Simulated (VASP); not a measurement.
Wanted: the native input for a VASP 6.6.1 run.

```yaml
Task: relaxation of cell and atoms
Functional: TPSS
Potentials_or_basis: VASP PAW PBE potentials, release 64 (Au, Zn)
Cutoff: 600 eV
k_mesh: 8 × 8 × 8
Occupations: methfessel-paxton, width 0.1 eV
Spin: no spin polarisation
Further_INCAR_settings: ALGO = Normal; EDIFF = 1e-06; IBRION = 2; EDIFFG = -0.01; NSW = 40; ISIF = 3
```

The structure of ZnAu lies in POSCAR:

```
ZnAu
1.0
    3.1470000000      0.0000000000      0.0000000000
    0.0000000000      3.1470000000      0.0000000000
    0.0000000000      0.0000000000      3.1470000000
Au Zn
1 1
Direct
    0.0000000000      0.0000000000      0.0000000000
    0.5000000000      0.5000000000      0.5000000000
```

These files were run (other wordings do the same):

INCAR

```
PREC = Accurate
ENCUT = 600
EDIFF = 1E-6
ISMEAR = 1
SIGMA = 0.1
LREAL = False
LASPH = True
NELM = 60
ALGO = Normal
ISIF = 3
LWAVE = False
LCHARG = False
METAGGA = TPSS
LMIXTAU = True
IBRION = 2
NSW = 40
EDIFFG = -0.01
```

KPOINTS

```
regular mesh
0
Gamma
  8 8 8
```

Potentials or basis: VASP PAW PBE potentials, release 64 (Au, Zn).

Launch:

```console
$ cat potpaw_PBE.64/Au/POTCAR potpaw_PBE.64/Zn/POTCAR > POTCAR
$ mpirun -np 1 vasp_std > vasp.out
```

Results of the run:

```
Relaxed volume                         : 15.70 Å³/atom
Relaxed cell                           : a = 3.155 Å, b = 3.155 Å, c = 3.155 Å, α = 90.00°, β = 90.00°, γ = 90.00°
Space group after relaxing (to 0.05 Å) : Pm-3m (No. 221)
Energy gained by relaxing              : 0.3 meV/atom
Ionic steps                            : 3
Pressure after relaxing                : -0.1 GPa
Band gap on the k mesh                 : none (metal or under the smearing width)
```

Caveat: the PAW data sets were made with another functional, which shifts forces and pressure a little.

Wall time 110 s on 1 thread of Intel(R) Xeon(R) Platinum 8488C (Sapphire Rapids) (shared host), peak memory 0.18 GiB.
